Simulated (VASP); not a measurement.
Hf: relaxation of cell and atoms with PBE

Hf:

```xyz
2
Lattice="3.2002 0.0000 0.0000 -1.6001 2.7714 0.0000 0.0000 0.0000 5.0600" Properties=species:S:1:pos:R:3 pbc="T T T"
Hf    0.0000    1.8476    1.2650
Hf    1.6001    0.9238    3.7950
```

* Program: VASP 6.6.1
* Task: relaxation of cell and atoms
* Functional: PBE
* Potentials or basis: VASP PAW PBE potentials, release 64 (Hf_pv)
* Cutoff: 600 eV
* k mesh: 16 × 16 × 9
* Occupations: methfessel-paxton, width 0.1 eV
* Spin: no spin polarisation
* Further INCAR settings: ALGO = Fast; EDIFF = 1e-06; IBRION = 2; EDIFFG = -0.005; NSW = 80; ISIF = 3

* Relaxed volume: 22.44 Å³/atom
* Relaxed cell: a = 3.200 Å, b = 3.200 Å, c = 5.062 Å, α = 90.00°, β = 90.00°, γ = 120.00°
* Space group after relaxing (to 0.05 Å): P6_3/mmc (No. 194)
* Energy gained by relaxing: 0.0 meV/atom
* Ionic steps: 2
* Pressure after relaxing: 0.0 GPa
* Band gap on the k mesh: none (metal or under the smearing width)

Final structure:
```
Hf
1.0
     3.20013    0.00000    0.00000
    -1.60006    2.77139    0.00000
     0.00000    0.00000    5.06152
Hf
2
Direct
  0.33333 0.66667 0.25000
  0.66667 0.33333 0.75000
```

Levels at points of the mesh, in eV from the Fermi level:
| k point | band 7 | band 8 | band 9 | band 10 | band 11 | band 12 | band 13 | band 14 |
| --- | --- | --- | --- | --- | --- | --- | --- | --- |
| (0.00, 0.00, 0.00) | -7.39 | -3.72 | 0.61 | 1.16 | 1.16 | 1.44 | 1.98 | 1.98 |
| (0.50, 0.00, 0.00) | -3.36 | -2.75 | -2.24 | -0.83 | 0.77 | 0.85 | 1.66 | 5.85 |

Run time: 75 s on 2 MPI ranks on AMD EPYC 7R13 Processor (Zen 3) (shared host), peak memory 0.23 GiB a rank.

Spin-orbit coupling is left out, which matters for the levels of Hf.
